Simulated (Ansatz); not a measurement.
A surface is cut from this relaxed crystal of AlAs:

```
Al As
1.0
     0.00000    2.86381    2.86381
     2.86381    0.00000    2.86381
     2.86381    2.86381    0.00000
Al As
1 1
Direct
  0.00000 0.00000 0.00000
  0.75000 0.75000 0.75000
```

Miller indices refer to the conventional cell of F-43m (No. 216), a = 5.728 Å, b = 5.728 Å, c = 5.728 Å, α = 90.00°, β = 90.00°, γ = 90.00°. The bulk's gap is 1.50 eV.

Theory: DFT PBE, scalar-relativistic, plane waves, PAW (Ansatz 0.2.0). Cutoff 420 eV, Gaussian smearing of 0.05 eV, no spin polarisation. A dipole correction acts along the normal.

This cut of an insulator is polar or leaves open shells, so the slab is metallic here; real surfaces compensate by reconstruction or adsorbates.

A relaxed slab with low-index faces, about a nanometre thick, has these properties:

```json
{
  "Surface energy (mean of both faces)": "1.92 J/m²",
  "Gap of the slab on the mesh": "none (metal or semimetal)",
  "Work function": "4.69 eV (top), 6.06 eV (bottom)",
  "Dipole of the slab along +c, per cell": "0.12 e·Å"
}
```

Q: Which low-index plane was cut, and which atoms end it?

A: The (100) plane, with Al in the top plane and As in the bottom one as cut, before relaxation. The planes from bottom to top: As, Al, As, Al, As, Al, As, Al.